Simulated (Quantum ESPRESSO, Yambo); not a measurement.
# A GW chain in Yambo: BeTe (F-43m), part 3 of 3

Wanted: ground state, empty states, screening and self-energy for BeTe (F-43m).

Quantum ESPRESSO 7.5 and Yambo 5.3.0; PBE and many-body steps on it, plane waves. Known limits of the many-body steps: not at the basis limit; no spin-orbit coupling; coarse k mesh.

So far. Step 3 (Bands along the symmetry lines): The gap is 1.863 eV, as in the run before at this level. Step 4 (Empty states on the mesh, 4×4×4 mesh, 191 bands): On this mesh the gap is 1.863 eV.

The database entry behind the starting cell differs from later determinations by our own check (an axis about 1.5 % short against later determinations), so it need not match the best structure at ambient conditions.

**6. Screening and self-energy, 4×4×4 mesh, 191 bands, screening to 210.9 eV**

Now the one-shot GW correction: screening in the RPA, then the self-energy of the levels asked for.

This step: G0W0 on PBE, plane waves, norm-conserving pseudopotentials.

Input file gw1.in:

```
HF_and_locXC
gw0
dyson
ppa
em1d
rim_cut
RandQpts= 1000000
RandGvec= 1 RL
EXXRLvcs= 88 Ry
VXCRLvcs= 352 Ry
Chimod= "HARTREE"
% BndsRnXp
 1 | 191 |
%
NGsBlkXp= 15.5 Ry
% LongDrXp
 1 | 1 | 1 |
%
% GbndRnge
 1 | 191 |
%
DysSolver= "n"
ExtendOut
PPAPntXp= 27.21138 eV
% QPkrange
 1 | 8 | 12 | 18 |
%
```

Started as:

```sh
> OMP_NUM_THREADS=1 mpirun -n 4 yambo -F gw1.in -J gw1 -C gw1 > gw1.log
```

What it wrote:

```text
 Yambo, version 5.3.0

 [02] CORE Variables Setup
 =========================

  [... cell, symmetries and grids as in the set-up ...]

  [02.05] Energies & Occupations
  ==============================

  [X] === General ===
  [X] Electronic Temperature                        :  0.000000  0.000000 [eV K]
  [X] Bosonic    Temperature                        :  0.000000  0.000000 [eV K]
  [X] Finite Temperature mode                       : no
  [X] El. density                                   :  0.65870E+24 [cm-3]
  [X] Fermi Level                                   :  9.426233 [eV]

  [X] === Gaps and Widths ===
  [X] Conduction Band Min                           :  1.863269 [eV]
  [X] Valence Band Max                              :  0.000000 [eV]
  [X] Filled Bands                                  :  14
  [X] Empty Bands                                   :   15  191
  [X] Direct Gap                                    :  3.590531 [eV]
  [X] Direct Gap localized at k                     :  1
  [X] Indirect Gap                                  :  1.863269 [eV]
  [X] Indirect Gap between kpts                     :   1   7
  [X] Last valence band width                       :  3.442439 [eV]
  [X] 1st conduction band width                     :  3.467501 [eV]

 [03] Transferred momenta grid and indexing
 ==========================================

 IBZ Q-points                                      :   8
 BZ  Q-points                                      :   64

 K/Q-points units:
 rlu = crystal or reduced units; cc = cartesian coordinates; iku = interal k-units

 Q [1]          [rlu]:  0.000000  0.000000  0.000000
 Q [2]          [rlu]: -0.61447E-17 -0.61447E-17  0.25000
 Q [3]          [rlu]:  0.12289E-16  0.12289E-16 -0.50000
 Q [4]          [rlu]:  0.22146E-16  0.25000      0.25000
 Q [5]          [rlu]: -0.24636E-16  0.25000      0.50000
 Q [6]          [rlu]:  0.12289E-16  0.25000     -0.25000
 Q [7]          [rlu]: -0.44291E-16 -0.50000     -0.50000
 Q [8]          [rlu]:  0.250000 -0.500000 -0.250000

 [04] Coloumb potential Random Integration (RIM)
 ===============================================

  [04.01] RIM initialization
  ==========================

  * Diagonal components only detected *

  8 x (sBL volume)        :  0.108090 [a.u.]
  sBZ random points       :  1000000
  Points outside the sBZ  :   7987327
  RL volume               :  0.864716 [a.u.]
  Integrated volume       :  0.866088 [a.u.]

  [04.02] RIM integrals
  =====================

  Gamma point sphere radius             :  0.086406 [a.u.]
  Points outside the sphere             :   799513
  [Int_sBZ(q=0) 1/q^2]*(Vol_sBZ)^(-1/3) =:  7.764325
                                 should be <:  7.795600

  Summary of Coulomb integrals for non-metallic bands |Q|[au] RIM/Bare

  Q [1] 0.100000E-4 0.995988 * Q [2] 0.259879 1.065884
  Q [4] 0.300083 1.064810 * Q [6] 0.424381 1.027704
  Q [5] 0.497631 1.020409 * Q [3] 0.519759 1.018308
  Q [7] 0.600166 1.014905 * Q [8] 0.671006 1.011860

 [05] Dipoles
 ============

  [05.01] Setup: observables and procedures
  =========================================

 [06] Dynamic Dielectric Matrix (PPA)
 ====================================

 [WR./gw1//ndb.pp]---------------------------------------------------------------
  Brillouin Zone Q/K grids (IBZ/BZ)                :    8   64    8   64
  RL vectors                                       :   4909 [WF]
  Coulomb cutoff potential                         : none
  Electronic Temperature                           :  0.000000 [K]
  Bosonic    Temperature                           :  0.000000 [K]
  PPA    diel. fun.  energies                      : Perdew, Burke & Ernzerhof(X)+Perdew, Burke & Ernzerhof(C)
  wavefunctions                                    : Perdew, Burke & Ernzerhof(X)+Perdew, Burke & Ernzerhof(C)
  Global Gauge                                     : length
  X matrix size                                    :   339
  X band range                                     :    1  191
  X e/h energy range                               : -1.000000 -1.000000 [eV]
  X Time ordering                                  : R
  X Hxc Kernel                                     : HARTREE
  X Drude frequency                                :  0.000000  0.000000
  X poles                                          :  100.0000 [o/o]
  RL vectors in the sum                            :   4909
  [r,Vnl] included                                 : yes
  Field direction                                  :  0.577350E-5  0.577350E-5  0.577350E-5
  BZ energy Double Grid                            : no
  BZ energy DbGd points                            : 0
  BZ Q point size factor                           : -1.000000
  X Optical Averaged directions                    : none

 [07] Local Exchange-Correlation + Non-Local Fock
 ================================================

 [VXC] Plane waves :   31951
 [EXS] Plane waves :   4111

 QP @ state[ 1 ] K range:   1   8
 QP @ state[ 1 ] b range:  12  18

 [xc] Functional : Perdew, Burke & Ernzerhof(X)+Perdew, Burke & Ernzerhof(C)
 [xc] LIBXC used to calculate xc functional
  PP Number of Atomic Species                      :  2
  NLCC RL compoments                               :   31951
  PP Number of Atomic Species                      :  2
  NLCC RL compoments                               :   31951

 [xc] E_xc :  -22.89162 [Ha]
      E_xc :  -45.78324 [Ry]

  Local XC kind (lXC) : Perdew, Burke & Ernzerhof(X)+Perdew, Burke & Ernzerhof(C)
  Non-Local XC kind (nlXC) : Hartree-Fock

  Corrections @ K [1] :  [eV]
 <12|nlXC|12> = -15.26186 -0.74846E-17 <12|lXC|12> = -13.56043  0.94407E-16
 <13|nlXC|13> = -15.26189 -0.58439E-17 <13|lXC|13> = -13.56043  0.18882E-15
 <14|nlXC|14> = -15.26178 -0.16914E-16 <14|lXC|14> = -13.56043  0.18880E-15
 <15|nlXC|15> = -6.180824  0.44094E-17 <15|lXC|15> = -10.71163 -0.94408E-16
 <16|nlXC|16> = -6.180598 -0.16184E-17 <16|lXC|16> = -10.71164  0.94420E-16
 <17|nlXC|17> = -6.180507  0.16389E-17 <17|lXC|17> = -10.71163 -0.65637E-19
 <18|nlXC|18> = -7.291696 -0.32763E-17 <18|lXC|18> = -12.35507 -0.18878E-15

  Corrections @ K [2] :  [eV]
 <12|nlXC|12> = -14.96700  0.59732E-17 <12|lXC|12> = -12.01503 -0.47213E-16
 <13|nlXC|13> = -14.93716 -0.97282E-17 <13|lXC|13> = -13.04887 -0.37764E-15
 <14|nlXC|14> = -14.93699 -0.12454E-16 <14|lXC|14> = -13.04887  0.88493E-16
[...]
Corrections @ K [3] :  [eV]
[...]
Corrections @ K [4] :  [eV]
[...]
Corrections @ K [5] :  [eV]
[...]
[... 2 further k-points ...]
  Corrections @ K [8] :  [eV]
[...]
<14|nlXC|14> = -14.13807  0.75745E-18 <14|lXC|14> = -11.31203  0.35404E-16
 <15|nlXC|15> = -5.958152  0.10853E-17 <15|lXC|15> = -10.31402  0.14748E-16
 <16|nlXC|16> = -5.012260 -0.88258E-18 <16|lXC|16> = -9.878778  0.47201E-16
 <17|nlXC|17> = -5.306241 -0.29563E-17 <17|lXC|17> = -10.81277  0.21244E-15
 <18|nlXC|18> = -6.667920  0.12081E-17 <18|lXC|18> = -12.02850  0.94452E-16

  [07.01] Hartree-Fock occupations report
  =======================================

  [Hartree-Fock] === General ===
  [Hartree-Fock] Electronic Temperature             :  0.000000  0.000000 [eV K]
  [Hartree-Fock] Bosonic    Temperature             :  0.000000  0.000000 [eV K]
  [Hartree-Fock] Finite Temperature mode            : no
  [Hartree-Fock] El. density                        :  0.65870E+24 [cm-3]
  [Hartree-Fock] Fermi Level                        :  9.426233 [eV]

  [Hartree-Fock] === Gaps and Widths ===
  [Hartree-Fock] Conduction Band Min                :  5.731878 [eV]
  [Hartree-Fock] Valence Band Max                   : -1.701349 [eV]
  [Hartree-Fock] Filled Bands                       :  14
  [Hartree-Fock] Empty Bands                        :   15  191
  [Hartree-Fock] Direct Gap                         :  9.822690 [eV]
  [Hartree-Fock] Direct Gap localized at k          :  1
  [Hartree-Fock] Indirect Gap                       :  7.433227 [eV]
  [Hartree-Fock] Indirect Gap between kpts          :   1   7
  [Hartree-Fock] Last valence band width            :  4.567126 [eV]
  [Hartree-Fock] 1st conduction band width          :  3.954765 [eV]

 [08] Dyson equation: Newton solver
 ==================================

  [08.01] G0W0 (W PPA)
  ====================

  [  GW  ] Bands range     :    1  191
  [GW/PPA] G damping       :  0.100000 [eV]

  QP @ state[ 1 ] K range:   1   8
  QP @ state[ 1 ] b range:  12  18

   Sc/G bands                                       :    1  191
   Sc/G damping                                     :  0.100000 ev
   Sc bands terminator                              : no
   Sx RL components                                 :   4111

   QP @ state[ 1 ] K range                          :   1   8
   QP @ state[ 1 ] b range                          :  12  18
   GF energies kind                                 : Perdew, Burke & Ernzerhof(X)+Perdew, Burke & Ernzerhof(C)
   GF WF`s kind                                     : Perdew, Burke & Ernzerhof(X)+Perdew, Burke & Ernzerhof(C)
   Xs energies kind                                 : Perdew, Burke & Ernzerhof(X)+Perdew, Burke & Ernzerhof(C)
   Xs WF`s kind                                     : Perdew, Burke & Ernzerhof(X)+Perdew, Burke & Ernzerhof(C)

 [11] Game Over & Game summary
```

Elapsed: 14 min, on 4 MPI ranks of Arm Neoverse V1, shared host; peak memory 1.7 GiB.

This step gave:

| Quantity | Value |
| --- | --- |
| G0W0 gap on the mesh | 2.702 eV |
| starting gap on the mesh | 1.863 eV |
| k of the valence top | 0, 0, 0 |
| k of the conduction bottom | 0, -0.5, -0.5 |
| least direct G0W0 gap on the computed points | 4.670 eV |
| Z at the valence top | 0.8078 |
| Z at the conduction bottom | 0.8198 |

The gap on the mesh goes from 1.86 eV to 2.70 eV, a correction of +0.84 eV.

Limits: finite bands, cutoff and mesh; no spin-orbit coupling; coarse k mesh. v1 is the top filled band, c1 the lowest empty one. Levels before and after the correction, in eV, zero at the valence-band top of each column:

```
           conduction bottom  valence top
Kohn-Sham               1.86         0.00
     G0W0               2.70         0.00
```

|  | level | energy (eV) |
| --- | --- | --- |
| Kohn-Sham | Γ v3-v1 | 0.000 |
| Kohn-Sham | Γ c1-c3 | 3.591 |
| Kohn-Sham | Γ c4 | 4.199 |
| Kohn-Sham | (0 -0.5 -0.5) v3 | -5.373 |
| Kohn-Sham | (0 -0.5 -0.5) v2-v1 | -2.828 |
| Kohn-Sham | (0 -0.5 -0.5) c1 | 1.863 |
| Kohn-Sham | (0 -0.5 -0.5) c2 | 2.620 |
| Kohn-Sham | (0 -0.5 -0.5) c3-c4 | 10.080 |
| G0W0 | Γ v3-v1 | 0.000 |
| G0W0 | Γ c1-c3 | 4.670 |
| G0W0 | Γ c4 | 5.367 |
| G0W0 | (0 -0.5 -0.5) v3 | -5.696 |
| G0W0 | (0 -0.5 -0.5) v2-v1 | -2.992 |
| G0W0 | (0 -0.5 -0.5) c1 | 2.702 |
| G0W0 | (0 -0.5 -0.5) c2 | 3.543 |
| G0W0 | (0 -0.5 -0.5) c3-c4 | 11.363 |

**7. Where the time went**

Times are wall times on the hardware named with each run, good to a factor of about two.

```csv
step,time,share,memory (GiB)
ground state,6.6 s,1 %,0.29
bands along the symmetry lines,5.4 s,1 %,0.23
empty states on the mesh,18 s,2 %,0.46
conversion and set-up,2.6 s,0 %,0.25
screening and self-energy,14 min,96 %,1.7
```

**8. What came out**

```
PBE gap              : 1.86 eV, indirect
G0W0 gap on the mesh : 2.70 eV
GW settings          : 4×4×4 mesh, 191 bands, screening to 210.9 eV, Godby-Needs plasmon pole
known limits         : not at the basis limit; no spin-orbit coupling; coarse k mesh
```

In words: G0W0 moves the gap on the mesh from 1.86 eV to 2.70 eV (+0.84 eV), with Z of 0.81 and 0.82 at the edges. The dearest step here is «screening and self-energy». Bands and cutoff are finite, so the gap is not at the basis limit. The miss can reach some tenths of an eV and take either sign; the mesh is an error of its own. The 4×4×4 mesh is coarse for this cell, which bears on the long-range parts of exchange and screening. The many-body steps are scalar-relativistic: spin-orbit coupling is not in them.

[Paths, hosts, dates, memory and timing lines, banners, echoed tables and standing remarks are left out of the program output.]

[Logs are printed without paths, hosts, clocks, repeated set-up lines and the standing remarks that a program may print on its own settings, such as how far it seeks lower states.]

[Runs of the session that timed out or met a known fault of the program may be left out.]

[Hosts, paths, dates, database ids (printed as entryN), source tags and the programs' standing remarks are cut or masked in the printed files.]
